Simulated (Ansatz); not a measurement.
# BeS (F-43m): G0W0 and the starting functional

```cif
data_structure
_symmetry_space_group_name_H-M 'P 1'
_symmetry_Int_Tables_number 1
_cell_length_a 3.4083
_cell_length_b 3.4083
_cell_length_c 3.4083
_cell_angle_alpha 60.000
_cell_angle_beta 60.000
_cell_angle_gamma 60.000
_cell_volume 28.00
loop_
_atom_site_label
_atom_site_type_symbol
_atom_site_fract_x
_atom_site_fract_y
_atom_site_fract_z
_atom_site_occupancy
Be1 Be 0.00000 0.00000 0.00000 1
S1 S 0.25000 0.25000 0.25000 1
```

Held fixed (Ansatz):

```yaml
datasets: hard PAW set made for 700 eV
k_mesh: 4×4×4
empty_bands: 180
response_cutoff: 200 eV
frequencies: contour deformation
q_→_0_term: analytic weight of Carrier, Rohra and Görling
band_sums: cut at the band count
```

The gap is read from Γ to k = (0, -0.5, -0.5), linearised, between the Kohn-Sham band edges among the points solved. ε∞ is the electronic dielectric constant on this mesh. Wave cutoffs: 700, 700 eV in the order of the table.

```json
{"orbitals": "PBE", "KS gap (eV)": "3.05", "G0W0 gap (eV)": "4.38", "ε∞": "5.8"}
{"orbitals": "r²SCAN", "KS gap (eV)": "3.51", "G0W0 gap (eV)": "?", "ε∞": "?"}
```

Task: Fill in the row for r²SCAN.

Result: G0W0 gap 4.61 eV, ε∞ 5.2.

The cell is a model at fixed atoms and needn't be the relaxed known crystal. The PAW or pseudopotential files were made with PBE. Points k are given in fractions of the reciprocal vectors. The mesh is coarse, so these are values at the stated settings, not converged ones. Band sums or response are cut, so the gap isn't at its basis limit. The gap is read on the mesh, and the crystal's band edges can lie off it. With r²SCAN or HSE06 the Kohn-Sham levels are generalised ones. Meshes this coarse can overestimate the dielectric constant by a tenth and more.
